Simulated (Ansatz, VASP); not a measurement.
**One calculation of C, two programs**

```
C
1.0
     2.50320    0.00000    0.00000
    -1.25160    2.16783    0.00000
     0.00000    0.00000    4.16887
C
4
Cartesian
  0.0000 1.4452 0.0010
  1.2516 0.7226 2.0854
  0.0000 1.4452 1.5624
  1.2516 0.7226 3.6468
```

Alike in both runs: task single point; functional PBE; k mesh 9 × 9 × 4; occupations gaussian, width 0.5 eV; no spin polarisation.

|  | VASP | Ansatz |
| --- | --- | --- |
| version | VASP 6.6.1 | Ansatz 0.2.0 |
| potentials or method | VASP PAW PBE potentials, release 64 (C) | plane waves |
| plane-wave cutoff (eV) | 520 | 420 |
| valence electrons in the cell | 16 | 16 |

VASP gave:

```
pressure (GPa)                                  : 4.8
largest component of the traceless stress (GPa) : 0.59
rms of the force components (eV/Å)              : 0.009
```

Q: Estimate Ansatz's values.

A: Pressure (GPa): 4.2; largest component of the traceless stress (GPa): 0.49; rms of the force components (eV/Å): 0.007.

Atom by atom the forces differ by 0.003 eV/Å (rms over components).
